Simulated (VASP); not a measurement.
Output of a VASP run:

File OUTCAR:
```
 ion  position               nearest neighbor table
   1  0.000  0.000  0.000-   3 2.36   3 2.36   3 2.36   2 2.36   3 2.36   2 2.36   2 2.36   2 2.36
  LATTYP: Found a face centered cubic cell.
 ALAT       =     5.4600000000
 Subroutine PRICEL returns:
 Original cell was already a primitive cell.
 Subroutine GETGRP returns: Found 48 space group operations
The static configuration has the point symmetry O_h .
The dynamic configuration has the point symmetry O_h .
 Subroutine INISYM returns: Found 48 space group operations
 Subroutine IBZKPT returns following result:
 Found     20 irreducible k-points:

 Following reciprocal coordinates:
            Coordinates               Weight
  0.000000  0.000000  0.000000      1.000000
  0.142857  0.000000  0.000000      8.000000
  0.285714  0.000000  0.000000      8.000000
  0.428571  0.000000  0.000000      8.000000
  0.142857  0.142857  0.000000      6.000000
  0.285714  0.142857  0.000000     24.000000
  0.428571  0.142857  0.000000     24.000000
 -0.428571  0.142857  0.000000     24.000000
 -0.285714  0.142857  0.000000     24.000000
 -0.142857  0.142857  0.000000     12.000000
  0.285714  0.285714  0.000000      6.000000
  0.428571  0.285714  0.000000     24.000000
 -0.428571  0.285714  0.000000     24.000000
 -0.285714  0.285714  0.000000     12.000000
  0.428571  0.428571  0.000000      6.000000
 -0.428571  0.428571  0.000000     12.000000
  0.428571  0.285714  0.142857     24.000000
 -0.428571  0.285714  0.142857     48.000000
 -0.428571  0.428571  0.142857     24.000000
 -0.285714  0.428571  0.142857     24.000000
   k-points           NKPTS =     20   k-points in BZ     NKDIM =     20   number of bands    NBANDS=     16
   number of dos      NEDOS =    301   number of ions     NIONS =      3
   total plane-waves  NPLWV =  27000
   dimension x,y,z NGX =    30 NGY =   30 NGZ =   30
   dimension x,y,z NGXF=    60 NGYF=   60 NGZF=   60
   ions per type =               1   2
   PREC   = accura    normal or accurate (medium, high low for compatibility)
   ISTART =      0    job   : 0-new  1-cont  2-samecut
   ICHARG =      2    charge: 1-file 2-atom 10-const
   ISPIN  =      1    spin polarized calculation?
   LNONCOLLINEAR =      F non collinear calculations
   LSORBIT =      F    spin-orbit coupling
   INIWAV =      1    electr: 0-lowe 1-rand  2-diag
   ENCUT  =  520.0 eV  38.22 Ry    6.18 a.u.   7.18  7.18  7.18*2*pi/ulx,y,z
   NELM   =    100;   NELMIN=  2; NELMDL= -5     # of ELM steps
   EDIFF  = 0.1E-06   stopping-criterion for ELM
   LREAL  =      F    real-space projection
   NLSPLINE    = F    spline interpolate recip. space projectors
   LMAXMIX     =    2 max onsite mixed and CHGCAR
   VOSKOWN=      0    Vosko Wilk Nusair interpolation
   EDIFFG = 0.1E-05   stopping-criterion for IOM
   NSW    =      0    number of steps for IOM
   NBLOCK =      1;   KBLOCK =      1    inner block; outer block
   IBRION =     -1    ionic relax: 0-MD 1-quasi-New 2-CG
   NFREE  =      0    steps in history (QN), initial steepest desc. (CG)
   ISIF   =      2    stress and relaxation
   ISYM   =      2    0-nonsym 1-usesym 2-fastsym
   TEIN   =    0.0    initial temperature
   TEBEG  =    0.0;   TEEND  =   0.0 temperature during run
   SMASS  =  -3.00    Nose mass-parameter (am)
   PSTRESS=    0.0 pullay stress
   NELECT =      24.0000    total number of electrons
   EFERMI =   0.00;   METHOD = LEGACY
   ISMEAR =     0;   SIGMA  =   0.05  broadening in eV -4-tet -1-fermi 0-gaus
   IALGO  =     38    algorithm
   LDIAG  =      T    sub-space diagonalisation (order eigenvalues)
   IMIX   =      4    mixing-type and parameters
     AMIX     =   0.40;   BMIX     =  1.00
     AMIX_MAG =   1.60;   BMIX_MAG =  1.00
     AMIN     =   0.10
   GGA     = AM    functional components
   VOSKOWN =     0    Vosko Wilk Nusair interpolation
   LHFCALC =     F    Hartree Fock is set to
   LHFONE  =     F    Hartree Fock one center treatment
   AEXX    =    0.0000 exact exchange contribution
...
```

OSZICAR:
```
       N       E                     dE             d eps       ncg     rms          rms(c)
DAV:   1     0.220276082454E+03    0.22028E+03   -0.13673E+04   640   0.151E+03
DAV:   2    -0.936491315321E+01   -0.22964E+03   -0.22522E+03   832   0.384E+02
DAV:   3    -0.180756221026E+02   -0.87107E+01   -0.87051E+01   728   0.868E+01
DAV:   4    -0.184199506757E+02   -0.34433E+00   -0.34424E+00  1096   0.126E+01
DAV:   5    -0.184221390964E+02   -0.21884E-02   -0.21884E-02   720   0.108E+00    0.739E+00
DAV:   6    -0.173621059998E+02    0.10600E+01   -0.58244E+00   688   0.174E+01    0.313E+00
DAV:   7    -0.173704002364E+02   -0.82942E-02   -0.15789E-01   824   0.377E+00    0.166E+00
DAV:   8    -0.173981280994E+02   -0.27728E-01   -0.38402E-02   832   0.232E+00    0.185E-01
DAV:   9    -0.174041882639E+02   -0.60602E-02   -0.99644E-03   800   0.754E-01    0.152E-01
DAV:  10    -0.174052509855E+02   -0.10627E-02   -0.21902E-03   704   0.368E-01    0.240E-02
DAV:  11    -0.174052633613E+02   -0.12376E-04   -0.10652E-04   904   0.854E-02    0.110E-02
DAV:  12    -0.174052767764E+02   -0.13415E-04   -0.28660E-05   680   0.416E-02    0.426E-03
DAV:  13    -0.174052769591E+02   -0.18272E-06   -0.43920E-06   992   0.160E-02    0.320E-03
DAV:  14    -0.174052765313E+02    0.42777E-06   -0.49694E-07   736   0.848E-03    0.340E-04
DAV:  15    -0.174052765629E+02   -0.31629E-07   -0.38330E-08   576   0.185E-03
   1 F= -.17405277E+02 E0= -.17405277E+02  d E =-.235418E-22
```

File OUTCAR:
```
------------------------ aborting loop because EDIFF is reached ----------------------------------------
  FORCE on cell =-STRESS in cart. coord.  units (eV):
  Direction    XX          YY          ZZ          XY          YZ          ZX
  --------------------------------------------------------------------------------------
  Total       -0.0425638     -0.0425638     -0.0425638     -0.0000000      0.0000000     -0.0000000
  in kB       -1.6758403     -1.6758403     -1.6758403     -0.0000000      0.0000000     -0.0000000
  external PRESSURE =      -1.6758403 kB  Pullay stress =       0.0000000 kB
  volume of cell :       40.69
      direct lattice vectors                 reciprocal lattice vectors
     0.000000000  2.730000000  2.730000000    -0.183150183  0.183150183  0.183150183
     2.730000000  0.000000000  2.730000000     0.183150183 -0.183150183  0.183150183
     2.730000000  2.730000000  0.000000000     0.183150183  0.183150183 -0.183150183
 POSITION                                       TOTAL-FORCE (eV/Angst)
 -----------------------------------------------------------------------------------
      0.00000      0.00000      0.00000         0.000000     -0.000000     -0.000000
      1.36500      1.36500      1.36500         0.000000     -0.000000      0.000000
      4.09500      4.09500      4.09500        -0.000000      0.000000      0.000000
 -----------------------------------------------------------------------------------
    total drift:                                0.000000     -0.000000      0.000000
  FREE ENERGIE OF THE ION-ELECTRON SYSTEM (eV)
  ---------------------------------------------------
  free  energy   TOTEN  =       -17.4052765629 eV

  energy  without entropy=      -17.4052765629  energy(sigma->0) =      -17.40527656
```
(Selected blocks of OUTCAR.)

**POSCAR**
```
CaF2
1
    0.0000000000     2.7300000000     2.7300000000
    2.7300000000     0.0000000000     2.7300000000
    2.7300000000     2.7300000000     0.0000000000
Ca F
1 2
Direct
  0.0000000000   0.0000000000   0.0000000000
  0.2500000000   0.2500000000   0.2500000000
  0.7500000000   0.7500000000   0.7500000000
```

Q: Write an INCAR and KPOINTS that could have produced this output.

A: Several could match; the one computed here: the input of the run itself, AM05 GGA, plane waves, VASP's PBE PAW potentials (set 64).

File KPOINTS:
```
Automatic mesh
0
G
7 7 7
```

INCAR:
```
# general
SYSTEM=CaF2
PREC  =Accurate
ENCUT =520
LREAL =F
LASPH =T

# electronic loop
EDIFF =1E-7
NELM  =100
ALGO  =Normal

# smearing
ISMEAR=0
SIGMA =0.05

# functional
GGA   =AM

# ions
ISIF  =2

# output
LWAVE =F
LCHARG=F
```

POTCAR, in this order: Ca_sv F (PBE.64 set). Program: vasp_std.

The compound is CaF2 in the fluorite structure. The cell was not relaxed at this level.
